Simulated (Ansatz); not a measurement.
Calibrating MP2/6-31G* (spherical functions) on carbon molecules

The atomisation enthalpy at 298 K in kJ/mol of 6 carbon molecules: x at MP2/6-31G* (spherical functions), y from tabulated heats of molecules and atoms (Active Thermochemical Tables, CRC Handbook of Chemistry and Physics). Shapes, held fixed at every level: PBE0-D4/def2-TZVP. Flexible molecules stand in one conformer, not always the lowest. Computed values hold a harmonic thermal term (B3LYP/6-31G*, PBE/def2-SVP, PBE0-D4/def2-TZVP) and the atoms' spin-orbit lowering. Programs: Ansatz 0.2.0.

```
                molecule  x (kJ/mol)  y (kJ/mol)
C3H7Cl (1-chloropropane)        3609        3930
    C4H6 (1,3-butadiene)        3772           ?
      C4H8 (cyclobutane)        4235        4584
         C4H8 (1-butene)        4246        4612
 C4H9Cl (1-chlorobutane)        4695        5105
   C5H8 (2,3-pentadiene)        4812        5195
```

Problem. Fit y = c + s·x to the known rows and predict y for C4H6.

Solution. 
1. Means of the 5 rows: x = 4319.40, y = 4685.2.
2. Σ(Δx)² = 900909, Σ(Δx·Δy) = 959213, so the slope is 959213/900909 = 1.0647.
3. Intercept: 4685.2 − (1.0647) × 4319.40 = 86.3. The largest residual of the fit is 20.
4. C4H6: 86.3 + 1.0647 × 3772 = 4102 kJ/mol.

The tabulated heats give 4065 kJ/mol, so the prediction is off by +37 kJ/mol, more than the largest residual. Uncorrected, MP2/6-31G* (spherical functions) misses it by -293 kJ/mol, and the other rows by 366 on average. The line removes about 90 % of this miss. Left out in turn, the other rows are missed by 17 kJ/mol on average, so much of the error is systematic among these molecules. The heats of C3H7Cl, C4H9Cl come from older tables and can be uncertain by 10 kJ/mol or more.
